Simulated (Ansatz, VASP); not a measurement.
**W in VASP and in Ansatz**

File INCAR:

```
SYSTEM = W
  PREC = Accurate
  ENCUT = 520
  EDIFF = 1E-6
  ISMEAR = -1
  SIGMA = 0.05
  LREAL = .FALSE.
  LASPH = .TRUE.
  NELM = 80
  ALGO = Normal
  ISIF = 2
  LWAVE = .FALSE.
  LCHARG = .FALSE.
  GGA = PS
  NBANDS = 13
```

Contents of KPOINTS:

```
Automatic mesh
0
G
  6 6 6
  0 0 0
```

Contents of POSCAR:

```
W
1.0
    0.0000000000      2.0300000000      2.0300000000
    2.0300000000      0.0000000000      2.0300000000
    2.0300000000      2.0300000000      0.0000000000
W
1
Direct
    0.0000000000      0.0000000000      0.0000000000
```

File input.yaml:

```yaml
crystal:
  lattice:
    - [0.0, 2.03, 2.03]
    - [2.03, 0.0, 2.03]
    - [2.03, 2.03, 0.0]
  atoms:
    - { symbol: W, position: [0.0, 0.0, 0.0] }
hamiltonian:
  xc: pbesol
  pseudopotentials: { kind: paw }
kpoints:
  mp_grid: { grid: [6, 6, 6] }
  band_path:
    path:
      - [[0.0, 0.0, 0.0], [0.5, 0.0, 0.5], [0.5, 0.25, 0.75], [0.375, 0.375, 0.75], [0.0, 0.0, 0.0], [0.5, 0.5, 0.5], [0.625, 0.25, 0.625], [0.5, 0.25, 0.75], [0.5, 0.5, 0.5], [0.375, 0.375, 0.75]]
      - [[0.625, 0.25, 0.625], [0.5, 0.0, 0.5]]
    npoints: 14
scf:
  occupations: { method: fermi_dirac, width: 0.05 }
  n_extra_bands: 6
output:
  forces: true
  stress: true
  eigenvalues: true
  fatbands: false
  write_density: true
  write_potential: true
  elf: true
  volumetric_format: npy
```

This isn't the form of W at room conditions, which is bcc.

Alike in both runs: functional PBEsol; k mesh 6 × 6 × 6; occupations fermi-dirac, width 0.05 eV; no spin polarisation.

|  | VASP | Ansatz |
| --- | --- | --- |
| version | VASP 6.6.1 | Ansatz 0.2.0 |
| potentials or method | VASP PAW PBE potentials, release 64 (W_sv) | Ansatz PAW |
| plane-wave cutoff (eV) | 520 | 420 |
| valence electrons in the cell | 14 | 14 |
| task | single point | band structure |

|  | VASP | Ansatz | Ansatz less VASP |
| --- | --- | --- | --- |
| gap on the k mesh at the Fermi level (eV) | none | none | - |
| pressure (GPa) | -11.8 | -12.4 | -0.57 |

A gap of «none» marks a metal or a gap that the smearing closes.

Caveats: the k mesh is coarse (spacing up to 0.45 Å⁻¹), so the values aren't converged; the PAW data sets were made with another functional, which shifts forces and pressure a little (VASP); spin-orbit coupling is left out, which moves the levels of the heavy elements (Ansatz); the PAW data sets come from PBE, with cores solved anew for the run's functional, which leaves a small shift of forces and pressure (Ansatz). The runs have no spin-orbit coupling, so splittings on W are missing.
